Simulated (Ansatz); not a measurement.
Rows from a G0W0 calculation on InSe (layers cut from the bulk crystal) (Ansatz 0.2.0; G0W0 on PBE, plane waves, PAW; 6×6×1 mesh, 379 empty bands, screening to 38 eV), in eV. Spin-orbit coupling is left out.

| row | Σx | Σc | Vxc | Z |
| --- | --- | --- | --- | --- |
| A | -15.30 | 1.30 | -13.83 | 0.75 |
| B | -10.63 | -2.62 | -14.00 | 0.76 |
| C | -17.94 | 2.07 | -15.67 | 0.75 |
| D | -10.38 | -2.49 | -13.49 | 0.78 |

**Question.** Which rows are filled states and which are empty ones, and how can one tell?

Filled: A and C. Empty: B and D. The sign of Σc tells: for a filled state bare exchange, which holds its interaction with itself, lies below Vxc (Σx − Vxc is -1.5 eV or lower here) and screening gives part back as a positive Σc. For an empty state Σx lies above Vxc (+3.1 eV or more) and the Coulomb hole leaves Σc negative.

[Runs of the session that timed out or met a known fault of the program may be left out.]

[Cells called generated may have been cut or substituted from an entry of the Crystallography Open Database or the Materials Project.]

[Hosts, paths, dates, database ids (printed as entryN), source tags and the programs' standing remarks are cut or masked in the printed files.]
